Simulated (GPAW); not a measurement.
Computed results, one entry a study.

```cif
data_licl
_symmetry_space_group_name_H-M 'Fm-3m'
_symmetry_Int_Tables_number 225
_cell_length_a 5.1430
_cell_length_b 5.1430
_cell_length_c 5.1430
_cell_angle_alpha 90.000
_cell_angle_beta 90.000
_cell_angle_gamma 90.000
_cell_volume 136.03
loop_
_atom_site_label
_atom_site_type_symbol
_atom_site_symmetry_multiplicity
_atom_site_Wyckoff_symbol
_atom_site_fract_x
_atom_site_fract_y
_atom_site_fract_z
_atom_site_occupancy
Li1 Li 4 a 0.00000 0.00000 0.00000 1
Cl1 Cl 4 b 0.50000 0.00000 0.00000 1
_calc_subject 'How the form of the self-energy moves the gap of LiCl (Fm-3m)'
_calc_method 'DFT, LDA, plane waves, PAW (and 1 further level or step)'
_calc_program 'GPAW 26.7.0'
_calc_settings_of_one_run 'cutoff 600 eV, GPAW PAW setups 1.2.1 data release, 6×6×6 k-mesh, nbands 188'
_calc_cost '4 runs, 8.7 min in all on 4 MPI ranks of Arm Neoverse V1, shared host (the runs of this entry)'
_calc_notes 'The cell and positions come from the Crystallography Open Database and are kept as given unless a step says otherwise. Bands and cutoff are finite, so the gap is not at the basis limit. The miss can reach some tenths of an eV and take either sign; the mesh is an error of its own.'
_calc_g0w0_godby_needs_plasmon_pole '8.687 eV'
_calc_g0w0_full_frequency_hilbert_transform '8.735 eV'
_calc_g0w0_multipole '8.631 eV'
_calc_known_limits 'not at the basis limit'
```

[Paths, hosts, dates, memory and timing lines, banners, echoed tables and standing remarks are left out of the program output.]

[Logs are printed without paths, hosts, clocks, repeated set-up lines and the standing remarks that a program may print on its own settings, such as how far it seeks lower states.]

[Runs of the session that timed out or met a known fault of the program may be left out.]

[Hosts, paths, dates, database ids (printed as entryN), source tags and the programs' standing remarks are cut or masked in the printed files.]
